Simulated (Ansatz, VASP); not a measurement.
# BiPbIO2 in two plane-wave programs, part 2 of 2

Aim: how closely do two programs agree when they are given the same cell, functional and k mesh?  Other levels of theory on this material are compared in a session of their own.

VASP 6.6.1 and Ansatz 0.2.0.

So far: Starting point; Ansatz: band structure, BLYP.

## Step 3: VASP: band structure, BLYP

Level of this step: BLYP; plane waves and PAW (Bi_d, Pb_d, I, O) (VASP).

The same cell, functional (in two slightly different forms), mesh and smearing now go to VASP, with its own data sets and cutoff.

Lines of VASP's logs that name or quote its potential files are left out, and so is its time.

Input file INCAR:

```
SYSTEM = BiPbIO2
PREC = Accurate
ENCUT = 520
EDIFF = 1E-06
NELM = 100
ISMEAR = 0
SIGMA = 0.02
LREAL = .FALSE.
ALGO = Normal
GGA = B5
ALDAX = 1
AGGAX = 1
AGGAC = 1
ALDAC = 0
NBANDS = 39
LORBIT = 11
LWAVE = .FALSE.
LCHARG = .FALSE.
KPAR = 8
```

Input file POSCAR:

```
BiPbIO2
1.0
   -2.0367310000      2.0367310000      6.9416400000
    2.0367310000     -2.0367310000      6.9416400000
    2.0367310000      2.0367310000     -6.9416400000
Bi Pb I O
1 1 1 2
Direct
    0.3342220000      0.3342220000      0.0000000000
    0.6595680000      0.6595680000      0.0000000000
    0.9933470000      0.9933470000      0.0000000000
    0.7564310000      0.2564310000      0.5000000000
    0.2564310000      0.7564310000      0.5000000000
```

Input file KPOINTS:

```
Automatic mesh
0
Gamma
5 5 5
0 0 0
```

Input file KPOINTS_OPT:

```
Line mode
16
Line-mode
Reciprocal
  0.00000000   0.00000000   0.00000000 GAMMA
 -0.50000000   0.50000000   0.00000000 X

 -0.50000000   0.50000000   0.00000000 X
 -0.50000000   0.50000000  -0.04304405 Y

 -0.50000000   0.50000000  -0.04304405 Y
 -0.27152203   0.27152203  -0.27152203 S

 -0.27152203   0.27152203  -0.27152203 S
  0.00000000   0.00000000   0.00000000 GAMMA

  0.00000000   0.00000000   0.00000000 GAMMA
  0.50000000   0.50000000  -0.50000000 Z

  0.50000000   0.50000000  -0.50000000 Z
  0.27152203   0.72847797  -0.72847797 S1

  0.27152203   0.72847797  -0.72847797 S1
  0.00000000   0.50000000  -0.50000000 N

  0.00000000   0.50000000  -0.50000000 N
 -0.25000000   0.75000000  -0.25000000 P

 -0.25000000   0.75000000  -0.25000000 P
  0.04304405   0.95695595  -0.50000000 Y1

  0.04304405   0.95695595  -0.50000000 Y1
  0.50000000   0.50000000  -0.50000000 Z

 -0.50000000   0.50000000   0.00000000 X
 -0.25000000   0.75000000  -0.25000000 P
```

The projector-augmented-wave data sets are Bi_d, Pb_d, I and O (PBE family, release 64).

Launch:

```
$ mpirun -np 8 vasp_std
```

Numbers of over 12 decimals in the logs are rounded to 6 here.

Output:

```text
[banner, memory and clock lines left out]
running    8 mpi-ranks, on    1 nodes
 distrk:  each k-point on    1 cores,    8 groups
 distr:  one band on    1 cores,    1 groups

 POSCAR found type information on POSCAR BiPbI O
 POSCAR found :  4 types and       5 ions
|                                                                             |
|           W    W    AA    RRRRR   N    N  II  N    N   GGGG   !!!           |
|           W    W   A  A   R    R  NN   N  II  NN   N  G    G  !!!           |
|           W    W  A    A  R    R  N N  N  II  N N  N  G       !!!           |
|           W WW W  AAAAAA  RRRRR   N  N N  II  N  N N  G  GGG   !            |
|           WW  WW  A    A  R   R   N   NN  II  N   NN  G    G                |
|           W    W  A    A  R    R  N    N  II  N    N   GGGG   !!!           |
|                                                                             |
|     For optimal performance we recommend to set                             |
|       NCORE = 2 up to number-of-cores-per-socket                            |
|     NCORE specifies how many cores store one orbital (NPAR=cpu/NCORE).      |
|     This setting can greatly improve the performance of VASP for DFT.       |
|     The default, NCORE=1 might be grossly inefficient on modern             |
|     multi-core architectures or massively parallel machines. Do your        |
|     Unfortunately you need to use the default for GW and RPA                |
|     calculations (for HF NCORE is supported but not extensively tested      |
|     yet).                                                                   |
|                                                                             |

|                                                                             |
|               ----> ADVICE to this user running VASP <----                  |
|                                                                             |
|     You enforced a specific xc type in the INCAR file but a different       |
|     [... a line on the potential file left out ...]
|     I HOPE YOU KNOW WHAT YOU ARE DOING!                                     |
|                                                                             |

 LDA part: xc-table for (Slater(with rela. corr.)+VWN5), standard interpolation
 POSCAR, INCAR and KPOINTS ok, starting setup
 FFT: planning ... GRIDC
 FFT: planning ... GRID_SOFT
 FFT: planning ... GRID
 WAVECAR not read
 entering main loop
       N       E                     dE             d eps       ncg     rms          rms(c)
DAV:   1     0.550642803706E+03    0.55064E+03   -0.22140E+04  1404   0.135E+03
DAV:   2     0.492622154402E+02   -0.50138E+03   -0.46184E+03  1419   0.398E+02
DAV:   3    -0.239995702237E+02   -0.73262E+02   -0.70528E+02  1724   0.160E+02
DAV:   4    -0.276758355248E+02   -0.36763E+01   -0.36570E+01  1664   0.378E+01
DAV:   5    -0.278355699336E+02   -0.15973E+00   -0.15971E+00  1995   0.823E+00    0.137E+01
DAV:   6    -0.225566938719E+02    0.52789E+01   -0.15033E+01  2248   0.454E+01    0.613E+00
DAV:   7    -0.223509999684E+02    0.20569E+00   -0.31135E+00  1789   0.105E+01    0.284E+00
DAV:   8    -0.223399536249E+02    0.11046E-01   -0.61510E-01  1637   0.371E+00    0.118E+00
DAV:   9    -0.223326713130E+02    0.72823E-02   -0.28887E-02  2042   0.156E+00    0.415E-01
DAV:  10    -0.223342079048E+02   -0.15366E-02   -0.94867E-03  1908   0.877E-01    0.179E-01
DAV:  11    -0.223339455612E+02    0.26234E-03   -0.12287E-03  2129   0.282E-01    0.399E-02
DAV:  12    -0.223339976172E+02   -0.52056E-04   -0.35132E-04  1766   0.106E-01    0.271E-02
DAV:  13    -0.223339965085E+02    0.11087E-05   -0.25941E-05  2163   0.302E-02    0.926E-03
DAV:  14    -0.223339966059E+02   -0.97398E-07   -0.13398E-06  1300   0.848E-03
   1 F= -.22333997E+02 E0= -.22333997E+02  d E =-.201555E-20
 Start KPOINTS_OPT (optional k-point list driver)
k-point batch [1-18\176]
       N       E                     dE             ncg
DAV:   1     0.487046272451E+04   -0.13214E+05     1418
DAV:   2    -0.388181379541E+04   -0.87523E+04     1434
DAV:   3    -0.513455022414E+04   -0.12527E+04     1708
DAV:   4    -0.519779855959E+04   -0.63248E+02     1672
DAV:   5    -0.520046833126E+04   -0.26698E+01     2083
DAV:   6    -0.520052765912E+04   -0.59328E-01     1840
DAV:   7    -0.520052923749E+04   -0.15784E-02     2075
DAV:   8    -0.520052926865E+04   -0.31159E-04     1840
DAV:   9    -0.520052926929E+04   -0.63467E-06     1114
[...]
k-point batch [163-176\176]
       N       E                     dE             ncg
DAV:   1     0.771722821777E+04   -0.19963E+05     1092
DAV:   2     0.103601132696E+04   -0.66812E+04     1116
DAV:   3     0.867096329043E+02   -0.94930E+03     1356
DAV:   4     0.408849484030E+02   -0.45825E+02     1281
DAV:   5     0.388744364663E+02   -0.20105E+01     1656
DAV:   6     0.388230903011E+02   -0.51346E-01     1425
DAV:   7     0.388221521625E+02   -0.93814E-03     1640
DAV:   8     0.388221235170E+02   -0.28645E-04     1386
DAV:   9     0.388221230003E+02   -0.51666E-06      912
```

OUTCAR, selected parts (step 3):

```text
ion  position               nearest neighbor table
   1  0.334  0.334  0.000-   4 2.31   5 2.31   5 2.31   4 2.31   3 3.63   3 3.63   3 3.63   3 3.63
                             2 3.77   2 3.77   2 3.77   2 3.77
   2  0.660  0.660  0.000-   4 2.44   5 2.44   5 2.44   4 2.44   3 3.69   3 3.69   3 3.69   3 3.69
                             1 3.77   1 3.77   1 3.77   1 3.77
   3  0.993  0.993  0.000-   1 3.63   1 3.63   1 3.63   1 3.63   2 3.69   2 3.69   2 3.69   2 3.69

  LATTYP: Found a body centered tetragonal cell.
 ALAT       =     4.0734620000
 C/A-ratio  =     3.4082262213

 Subroutine GETGRP returns: Found  8 space group operations
 (whereof  8 operations were pure point group operations)

The static configuration has the point symmetry C_4v.

 Found     18 irreducible k-points:

   k-points           NKPTS =     18   k-points in BZ     NKDIM =     18   number of bands    NBANDS=     39

   dimension x,y,z NGX =    56 NGY =   56 NGZ =   56
   dimension x,y,z NGXF=   112 NGYF=  112 NGZF=  112

   ENCUT  =  520.0 eV  38.22 Ry    6.18 a.u.  13.97 13.97 13.97*2*pi/ulx,y,z

   NELECT =      48.0000    total number of electrons

 k-points in reciprocal lattice and weights: Automatic mesh
   0.00000000  0.00000000  0.00000000       0.008
   0.20000000  0.00000000  0.00000000       0.064
   0.40000000  0.00000000  0.00000000       0.064
   0.20000000  0.20000000  0.00000000       0.064
   0.40000000  0.20000000 -0.00000000       0.128
  -0.40000000  0.20000000  0.00000000       0.128
  -0.20000000  0.20000000  0.00000000       0.032
   0.40000000  0.40000000 -0.00000000       0.064
  -0.40000000  0.40000000  0.00000000       0.032
[...]
-0.40000000  0.40000000  0.40000000       0.032
  -0.40000000 -0.40000000  0.40000000       0.016

 average (electrostatic) potential at core
       1-105.8915       2 -91.2826       3 -89.6153       4 -69.1654       5 -69.1654

 E-fermi :   5.1744

 k-point     1 :       0.0000    0.0000    0.0000
  band No.  band energies     occupation
    ...
     20       3.5843      2.00000
     21       3.5867      2.00000
     22       4.6090      2.00000
     23       4.6090      2.00000
     24       4.6308      2.00000
     25       6.9212      0.00000
     26       9.5981      0.00000
     27      10.2418      0.00000
     28      10.2418      0.00000
     29      11.1676      0.00000
    ...

 k-point     2 :       0.2000    0.0000    0.0000
  band No.  band energies     occupation
    ...
     20       3.3614      2.00000
     21       3.8053      2.00000
     22       4.2978      2.00000
     23       4.7519      2.00000
     24       4.8162      2.00000
     25       7.7926      0.00000
     26       9.1574      0.00000
     27       9.7627      0.00000
     28      10.1075      0.00000
     29      10.9324      0.00000
    ...

 k-point     3 :       0.4000    0.0000    0.0000
  band No.  band energies     occupation
    ...
     20       2.8677      2.00000
     21       3.8152      2.00000
     22       4.1692      2.00000
     23       4.8551      2.00000
     24       5.0094      2.00000
     25       8.6480      0.00000
     26       9.0516      0.00000
     27      10.0495      0.00000
     28      10.1298      0.00000
     29      10.7582      0.00000
    ...

  Total        2.7719608      2.7719608      2.7021118      0.0000000      0.0000000      0.0000000
  in kB       38.5574449     38.5574449     37.5858584      0.0000000      0.0000000      0.0000000
  external PRESSURE =      38.2335827 kB  Pullay stress =       0.0000000 kB

  energy-cutoff  :      520.00
  volume of cell :      115.18
      direct lattice vectors                 reciprocal lattice vectors
    -2.036731000  2.036731000  6.941640000     0.000000000  0.245491427  0.072029088
     2.036731000 -2.036731000  6.941640000     0.245491427  0.000000000  0.072029088
     2.036731000  2.036731000 -6.941640000     0.245491427  0.245491427  0.000000000

 POSITION                                       TOTAL-FORCE (eV/Angst)
 -----------------------------------------------------------------------------------
      0.00000      0.00000      4.64010        -0.000000     -0.000000      0.124148
      0.00000      0.00000      9.15697         0.000000      0.000000     -0.087275
      0.00000      0.00000     13.79091         0.000000      0.000000     -0.004408
     -0.00000      2.03673      3.56010        -0.000000     -0.000000     -0.016233
      2.03673     -0.00000      3.56010        -0.000000     -0.000000     -0.016233
 -----------------------------------------------------------------------------------
    total drift:                               -0.000000     -0.000000      0.000196

  FREE ENERGIE OF THE ION-ELECTRON SYSTEM (eV)
  ---------------------------------------------------
  free  energy   TOTEN  =       -22.3339966059 eV

  energy  without entropy=      -22.3339966059  energy(sigma->0) =      -22.33399661

 total charge
# of ion       s       p       d       tot
------------------------------------------
    1        1.622   0.895  10.010  12.526
    2        1.472   0.478   9.867  11.816
    3        1.525   2.825   0.009   4.359
    4        1.569   3.397   0.000   4.966
    5        1.569   3.397   0.000   4.966
--------------------------------------------------
tot          7.755  10.992  19.886  38.632

[... 3 further parts left out ...]
```

At this level the cell is under a pressure of 3.8 GPa, so at these settings it is away from equilibrium.

## Step 4: Side by side

Known differences besides the potentials themselves: the data sets hold 58 valence electrons in Ansatz (default PAW (the set named soft_2) files) and 48 in VASP; the cutoff is 420 eV in Ansatz and 520 eV in VASP; Ansatz makes its cores anew for this functional, VASP keeps those of its PBE data sets; VASP leaves aspherical gradient terms in its spheres out (LASPH is not set), Ansatz keeps them; VASP's log shows a relativistic correction to its local exchange, Ansatz's none. Total energies have different zeros and are not compared.

Compared:

```tsv
quantity	Ansatz	VASP	difference
pressure (GPa)	3.60	3.82	-0.22
pressure without Ansatz's Pulay correction (GPa)	3.31	3.82	-0.52
gap over the path points (eV)	1.844	1.835	+0.009
```

Forces (eV/Å; atoms numbered as in POSCAR):

```tsv
atom	Ansatz x, y, z	VASP x, y, z
Bi1	0.000, 0.000, 0.041	0.000, 0.000, 0.124
Pb2	0.000, 0.000, -0.039	0.000, 0.000, -0.087
I3	0.000, 0.000, -0.003	0.000, 0.000, -0.004
O4	0.000, 0.000, 0.001	0.000, 0.000, -0.016
O5	0.000, 0.000, 0.001	0.000, 0.000, -0.016
```

Levels at points of the path, from each program's valence-band top (eV; 4 filled, then empty):

```tsv
k (reciprocal lattice)	Ansatz	VASP
0.000 0.000 0.000	-1.48 -0.47 -0.47 -0.45 1.84 4.52 5.16	-1.50 -0.48 -0.48 -0.46 1.83 4.51 5.16
-0.200 0.200 0.000	-1.14 -0.92 -0.60 -0.25 2.73 4.08 4.42	-1.15 -0.94 -0.61 -0.25 2.72 4.07 4.41
-0.400 0.400 0.000	-1.48 -1.33 -0.84 -0.79 2.57 3.07 4.73	-1.51 -1.34 -0.85 -0.81 2.56 3.06 4.71
-0.500 0.500 -0.006	-1.62 -1.16 -0.91 -0.63 2.17 3.77 4.30	-1.63 -1.19 -0.92 -0.65 2.15 3.76 4.29
-0.500 0.500 -0.023	-1.61 -1.17 -0.93 -0.64 2.20 3.78 4.29	-1.63 -1.20 -0.94 -0.66 2.19 3.78 4.28
-0.500 0.500 -0.040	-1.60 -1.20 -0.97 -0.66 2.27 3.82 4.28	-1.61 -1.22 -0.98 -0.68 2.26 3.81 4.27
-0.439 0.439 -0.104	-1.42 -1.31 -1.19 -0.85 2.92 3.73 4.43	-1.44 -1.32 -1.20 -0.87 2.91 3.72 4.42
-0.348 0.348 -0.195	-1.42 -1.01 -0.57 -0.42 3.65 4.14 4.64	-1.43 -1.02 -0.57 -0.42 3.64 4.14 4.63
-0.272 0.272 -0.272	-1.57 -0.86 -0.15 -0.02 3.68 4.12 5.02	-1.58 -0.87 -0.14 -0.03 3.67 4.11 5.01
-0.163 0.163 -0.163	-1.05 -0.78 -0.40 -0.17 3.35 3.83 4.69	-1.06 -0.78 -0.40 -0.17 3.34 3.83 4.68
```

The forces differ by 26 meV/Å r.m.s., which is 64.5 % of the r.m.s. force of 0.04 eV/Å (both taken over all components). Among the levels compared at these points, filled levels agree within 27 meV and empty ones within 15 meV. Ansatz's pressure holds a Pulay correction of 0.29 GPa; VASP's holds none.

## Step 5: Other set-ups

Further runs change the set-up of one program: Ansatz's method, potentials or start, or VASP's data sets, cutoff or form of LDA. The table gives Ansatz less VASP for each quantity, since a change that brings one quantity closer may part another.

```tsv
run	r.m.s. force difference (meV/Å)	pressure (GPa)	gap over the path points (eV)	pressure without Ansatz's Pulay correction (GPa)
as above	26	-0.22	0.0087	-0.52
cores kept as stored	26	-0.23	0.0085	-0.51
Ansatz's larger PAW set (cutoff 900 eV)	24	-0.18	0.014	
norm-conserving potentials (cutoff 1240 eV)	17	-0.068	0.0029
```

## Step 6: Results

| Quantity | Value |
| --- | --- |
| r.m.s. force difference (band structure, BLYP) | 26 meV/Å |

In words: The r.m.s. force difference is 26 meV/Å (band structure, BLYP), beyond the 12 meV/Å picked in this series as the mark of a large difference. Band structure, BLYP, Ansatz's larger PAW set (cutoff 900 eV): the difference in gap over the path points goes from 0.0087 to 0.014 eV. Band structure, BLYP, norm-conserving potentials (cutoff 1240 eV): r.m.s. force difference goes from 26 to 17 meV/Å; the difference in pressure goes from -0.22 to -0.068 GPa; the difference in gap over the path points goes from 0.0087 to 0.0029 eV. 16 further runs of this series are not shown here. How closely two codes agree says nothing of how well the functional describes the real material.

[Lines on the potential files, build, host, timing and source positions are cut from VASP's logs without a mark.]

[Logs are printed without paths, hosts, clocks, repeated set-up lines and the standing remarks that a program may print on its own settings, such as how far it seeks lower states.]

[Hosts, paths, dates, database ids (printed as entryN), source tags and the programs' standing remarks are cut or masked in the printed files.]
